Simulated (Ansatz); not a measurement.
Abridged Ansatz (a quantum-chemistry and plane-wave program) output:

```
Relaxation: its limit of steps is 50 (relax.max_steps)
Pseudopotential: Ge, paw, valence charge 14
Pseudopotential: Te, paw, valence charge 16
Crystal: 2 atoms, lattice volume = 50.224 Å³
Basis set: ecut = 420 eV, 959 PW (Γ), exchange–correlation on 60×60×60 points (8 copies of the dense FFT grid, shifted against one another)
Bands: 19, of which v1, the nominal top of the filled ones, is band 15 counted from 1 (14 counted from 0)
Symmetry: 6 space group operations
k-points: 116 of 1000 (time reversal used)
Functional: x = pbesol(κ = 0.804, μ = 0.12345679012345678), c = pbesol(β = 0.046)
SCF iter   1: F=—  HF=-11155.183579 eV  |F-HF|=—  |Δ(HF+E_count)|=         —  Δρ=2.21e-3  dr2=2.25e-3  ethr=1.77e-3  ⟨swp⟩=6.0  Hψ=11270  notcnv=0
SCF iter   2: F=—  HF=-11155.181635 eV  |F-HF|=—  |Δ(HF+E_count)|=   1.94e-3  Δρ=1.00e-3  dr2=2.81e-4  ethr=7.49e-6  ⟨swp⟩=2.1  Hψ=4493  notcnv=0
SCF 1 converged in 7 iterations: F = -11155.181659 eV  dr2 = 1.31e-10
relax step   1: F+E_penalty+E_count = -11155.18165879 eV  Δ(F+E_penalty+E_count) = +0.000e0 eV  max|allowed force component| = 1.645e-1 eV/Å  Δτ_max = 0.0000 Å  (7 SCF iters, accepted)
Crystal: 2 atoms, lattice volume = 50.224 Å³
SCF iter   1: F=—  HF=-11155.187460 eV  |F-HF|=—  |Δ(HF+E_count)|=         —  Δρ=1.94e-3  dr2=1.85e-3  ethr=6.04e-6  ⟨swp⟩=2.0  Hψ=9199  notcnv=0
SCF iter   2: F=—  HF=-11155.187096 eV  |F-HF|=—  |Δ(HF+E_count)|=   3.64e-4  Δρ=8.84e-4  dr2=3.65e-4  ethr=6.04e-6  ⟨swp⟩=1.1  Hψ=2210  notcnv=0
SCF 2 converged in 8 iterations: F = -11155.187024 eV  dr2 = 3.03e-12
relax step   2: F+E_penalty+E_count = -11155.18702415 eV  Δ(F+E_penalty+E_count) = -5.365e-3 eV  max|allowed force component| = 2.543e-2 eV/Å  Δτ_max = 0.0300 Å  (8 SCF iters, accepted)
Crystal: 2 atoms, lattice volume = 50.224 Å³
SCF iter   1: F=—  HF=-11155.187215 eV  |F-HF|=—  |Δ(HF+E_count)|=         —  Δρ=3.61e-4  dr2=6.00e-5  ethr=1.99e-6  ⟨swp⟩=3.4  Hψ=5268  notcnv=0
SCF iter   2: F=—  HF=-11155.187204 eV  |F-HF|=—  |Δ(HF+E_count)|=   1.15e-5  Δρ=1.65e-4  dr2=1.19e-5  ethr=2.00e-7  ⟨swp⟩=1.0  Hψ=3132  notcnv=0
SCF 3 converged in 6 iterations: F = -11155.187202 eV  dr2 = 4.31e-11
relax step   3: F+E_penalty+E_count = -11155.18720192 eV  Δ(F+E_penalty+E_count) = -1.778e-4 eV  max|allowed force component| = 7.863e-3 eV/Å  Δτ_max = 0.0054 Å  (6 SCF iters, accepted)
Crystal: 2 atoms, lattice volume = 50.224 Å³
SCF iter   1: F=—  HF=-11155.187226 eV  |F-HF|=—  |Δ(HF+E_count)|=         —  Δρ=1.75e-4  dr2=1.39e-5  ethr=4.65e-7  ⟨swp⟩=2.2  Hψ=5123  notcnv=0
SCF iter   2: F=—  HF=-11155.187223 eV  |F-HF|=—  |Δ(HF+E_count)|=   2.79e-6  Δρ=8.01e-5  dr2=2.77e-6  ethr=4.65e-8  ⟨swp⟩=1.0  Hψ=3132  notcnv=0
SCF 4 converged in 6 iterations: F = -11155.187223 eV  dr2 = 1.04e-11
relax step   4: F+E_penalty+E_count = -11155.18722278 eV  Δ(F+E_penalty+E_count) = -2.086e-5 eV  max|allowed force component| = 2.318e-4 eV/Å  Δτ_max = 0.0026 Å  (6 SCF iters, accepted)
SCF converged after 6 iterations
Free energy (F): -11155.187223 eV
Internal energy: -11155.186813 eV  (E = F + TS)
E sigma→0 (E₀):  -11155.187018 eV
Entropy (-TS):   -0.000410 eV (-0.205 meV/atom)
Fermi energy:    10.413020 eV
--- Forces (eV/Å), atoms counted from 1 ---
  atom   1  Ge     0.00000000    -0.00000000     0.00023181
  atom   2  Te     0.00000000     0.00000000    -0.00023186
--- Stress (GPa, compression-positive) ---
        1.320183      -0.000000       0.000000
       -0.000000       1.320183      -0.000000
        0.000000      -0.000000       2.792412
  P = ⅓ Tr σ = 1.8109 GPa (18.109 kbar)
--- Relaxed structure (4 steps of the walk, 4 accepted, 0 SCFs on fresh bases) ---
  atoms:
    - { symbol: Ge, position: [0.2421265621840158, 0.2421265621840158, 0.24212656218401582] }
    - { symbol: Te, position: [0.7578734378159842, 0.7578734378159842, 0.7578734378159843] }
```

**Question.** What was computed, and what are the main results?

**Answer.** GeTe, 2 atoms in the cell, with PBEsol, PAW, 420 eV (Ansatz; without spin-orbit coupling). The last SCF converged to F = -11155.187223 eV, or -5577.5936 eV per atom, at a pressure of 1.81 GPa. The total energy compares only with runs of the same code, potentials and settings.

With Te present, leaving out spin-orbit coupling can change the band edges. The cells carry an imposed strain or load. No phonon test of stability was made. The cell was made from GeTe (space group R3m, No. 160) by this change: uniaxial strain ε_zz = −4.02 %.

Keys are those of Ansatz 0.2.
